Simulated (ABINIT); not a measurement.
The system is Au.

```
Au
1.0
     2.90000    0.00000    0.00000
    -1.45000    2.51147    0.00000
     0.00000    0.00000    4.88000
Au
2
Direct
  0.66667 0.33333 0.25000
  0.33333 0.66667 0.75000
```

This isn't the form of Au at room conditions, which is fcc.

```yaml
Program: ABINIT 10.8.3 (patched build)
Task: relaxation of cell and atoms
Functional: AM05
Potentials_or_basis: JTH PAW PBE v2.0
Cutoff: 653 eV
k_mesh: 11 × 11 × 6
Occupations: fermi-dirac, width 0.05 eV
Spin: no spin polarisation
```

At the start: pressure -6.5 GPa; volume 17.77 Å³/atom.

Problem. How do energy, volume and symmetry change on relaxing?

Solution. Over 6 steps the energy falls by 16.8 meV/atom and the volume is 17.00 Å³/atom (-4.3 %); space group P6_3/mmc (No. 194, to 0.05 Å).

The path:
| step | energy change (eV) | largest force (eV/Å) | pressure (GPa) | volume (Å³) |
| --- | --- | --- | --- | --- |
| 1 | 0.0000 | 0.0000 | -6.53 | 35.54 |
| 2 | -0.0228 | 0.0000 | -3.74 | 34.84 |
| 3 | -0.0330 | 0.0000 | 0.39 | 33.94 |
| 4 | -0.0333 | 0.0000 | 0.05 | 34.00 |
| 5 | -0.0336 | 0.0000 | -0.12 | 34.03 |
| 6 | -0.0336 | 0.0000 | -0.02 | 34.01 |

Final structure:
```cif
data_structure
_symmetry_space_group_name_H-M 'P 1'
_symmetry_Int_Tables_number 1
_cell_length_a 2.8689
_cell_length_b 2.8689
_cell_length_c 4.7709
_cell_angle_alpha 90.000
_cell_angle_beta 90.000
_cell_angle_gamma 120.000
_cell_volume 34.01
loop_
_atom_site_label
_atom_site_type_symbol
_atom_site_fract_x
_atom_site_fract_y
_atom_site_fract_z
_atom_site_occupancy
Au1 Au 0.66667 0.33333 0.25000 1
Au2 Au 0.33333 0.66667 0.75000 1
```

Caveat: the PAW data sets were made with another functional, which shifts forces and pressure a little.
